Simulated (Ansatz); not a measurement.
Au in Ansatz: the effect of functional

Crystal: Au.

```
CELL_PARAMETERS angstrom
1.43899 -2.60606 0.00000
1.43899 2.60606 0.00000
0.00000 0.00000 4.98914
ATOMIC_POSITIONS crystal
Au 0.33467 0.66533 0.25000
Au 0.66533 0.33467 0.75000
```

This isn't the form of Au at room conditions, which is fcc.

The cell isn't the ideal one: volume scaled by 1.06.

Alike in all runs:

```yaml
Program: Ansatz 0.2.0
Task: single point
Potentials_or_basis: Ansatz PAW
k_mesh: 11 × 11 × 6
Occupations: fermi-dirac, width 0.05 eV
Spin: no spin polarisation
```

One run gave: pressure -7.7 GPa. Which functional did it use?
A. LDA
B. PBEsol
C. r2SCAN

C.

| functional | cutoff | pressure (GPa) |
| --- | --- | --- |
| LDA | 420 eV (not typed: the program's choice for these potentials) | -16.1 |
| PBEsol | 420 eV (not typed: the program's choice for these potentials) | -12.1 |
| r2SCAN | 500 eV (not typed: the program's choice for these potentials) | -7.7 |

Caveats: the PAW data sets come from PBE, with cores solved anew for the run's functional, which leaves a small shift of forces and pressure.

Runs at the PBE level aren't shown here.
